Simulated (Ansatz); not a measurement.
Runs of Ansatz 0.2.0 on TaN. Symmetry: P-6m2, No. 187, hexagonal system. The conventional cell has a = 2.938 Å, b = 2.938 Å, c = 2.883 Å, α = 90.00°, β = 90.00°, γ = 120.00°. Ta (site symmetry -6m2) is surrounded by 6 N at 2.23 Å. N (site symmetry -6m2) has 6 Ta at 2.23 Å as nearest neighbours. 

| task | level | cell | gap on the mesh (eV) | pressure (GPa) | relaxed volume (Å³/atom) |
| --- | --- | --- | --- | --- | --- |
| relaxation of cell and atoms | PBE0 | relaxed | none | 0.0 | 10.68 |
| relaxation of cell and atoms | PBEsol0 | relaxed | none | 0.0 | 10.49 |
| single point | PBE0 | as given | none | -3.4 | - |
| single point | B3LYP | as given | none | 7.2 | - |
| relaxation of cell and atoms | B3LYP | relaxed | none | 0.0 | (b) |
| single point | PBEsol0 | as given | none | (a) | - |

Alike in all rows: potentials or basis Ansatz PAW; no spin polarisation; k mesh 5 × 5 × 5; cutoff (eV) 420; smearing fermi-dirac 0.05 eV; the mesh is coarse, so values aren't converged.

Problem. Estimate the missing entries.

Solution. (a) -10.0; (b) 10.99.

Caveats: all runs use coarse meshes; the PAW data sets come from PBE, with cores solved anew for the run's functional, which leaves a small shift of forces and pressure; the plane-wave basis is chosen anew once the cell has moved, so the energies of steps on either side of that aren't comparable (some runs); the thresholds are loose for stress (some runs).

A k mesh can miss the band edges, and the runs leave out spin-orbit coupling on Ta.

A gap of «none» marks a metal or a gap under the smearing width.
